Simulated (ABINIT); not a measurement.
The system is Si2W.

```xyz
3
Lattice="-1.6069 1.6069 3.9150 1.6069 -1.6069 3.9150 1.6069 1.6069 -3.9150" Properties=species:S:1:pos:R:3 pbc="T T T"
W     0.0000    0.0000    0.0000
Si    0.0000    0.0000    5.2092
Si    0.0000    0.0000    2.6207
```

```yaml
Program: ABINIT 10.8.3 (patched build)
Task: relaxation of cell and atoms
Functional: LDA
Potentials_or_basis: JTH PAW LDA v2.0
Cutoff: 435 eV
k_mesh: 12 × 12 × 12
Occupations: fermi-dirac, width 0.05 eV
Spin: no spin polarisation
```

At the start: pressure -5.6 GPa; volume 13.48 Å³/atom.

Task: Where does the relaxation end?

Result: Over 7 steps the energy falls by 5.9 meV/atom and the volume is 13.15 Å³/atom (-2.5 %); space group I4/mmm (No. 139, to 0.05 Å).

Step by step:
```
step  energy change (eV)  largest force (eV/Å)  pressure (GPa)  volume (Å³)
   1              0.0000                0.0495           -5.64        40.44
   2             -0.0161                0.0069           -1.73        39.74
   3             -0.0177                0.0252            0.05        39.44
   4             -0.0178                0.0194            0.02        39.45
   5             -0.0178                0.0079            0.00        39.45
   6             -0.0178                0.0053           -0.01        39.45
   7             -0.0178                0.0001            0.00        39.44
```

Final structure:
```yaml
crystal:
  lattice:
    - [-1.59276, 1.59276, 3.88698]
    - [1.59276, -1.59276, 3.88698]
    - [1.59276, 1.59276, -3.88698]
  atoms:
    - { symbol: W, position: [0.00000, 0.00000, 0.00000] }
    - { symbol: Si, position: [0.66540, 0.66540, 0.00000] }
    - { symbol: Si, position: [0.33460, 0.33460, 0.00000] }
```
